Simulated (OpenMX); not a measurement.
# Fe under changes of volume

One of the cells (11.664 Å³/atom); the others are scaled copies at fixed shape and fractional positions:

```xyz
1
Lattice="0.0000 1.9546 1.9781 1.5084 0.0000 1.9781 1.5084 1.9546 0.0000" Properties=species:S:1:pos:R:3 pbc="T T T"
Fe    0.0000    0.0000    0.0000
```

```yaml
Program: OpenMX 3.8.5
Functional: PBE
Potentials_or_basis: OpenMX 2013 PBE set, Fe6.0H-s3p2d2, fixed grid of 27 × 27 × 27 points
k_mesh: 13 × 13 × 13
Occupations: fermi-dirac, width 0.05 eV
Spin: collinear spin, ferromagnetic start
Starting_moments: "[3.0] μB"
```

```csv
volume (Å³/atom),energy over the lowest point (meV/atom),moment (μB per cell)
10.749,36.73,2.10
10.978,17.63,2.14
11.207,?,?
11.664,0.00,2.29
11.893,4.62,2.34
12.121,13.73,2.40
```

Problem. What does the run at 11.207 Å³/atom give?

Solution. Energy over the lowest point 5.94 meV/atom; moment 2.19 μB per cell.

Worked out: A Birch-Murnaghan fit of order 3 (a polynomial in V^(-2/3)) to the other rows has its minimum at 11.55 Å³/atom with B0 = V·E''(V) = 183 GPa and B' = 5.4 at fixed shape and positions, which overstates the stiffness. It gives 5.71 meV/atom at 11.207 Å³/atom, against the run's 5.94. A straight line through the other rows of the moment, of slope 0.218 μB per Å³/atom, gives 2.19 μB, against the run's 2.19.

Energies are extrapolated to zero smearing.

Caveats: the basis of atomic orbitals isn't converged, which shifts pressures, moduli and gaps.
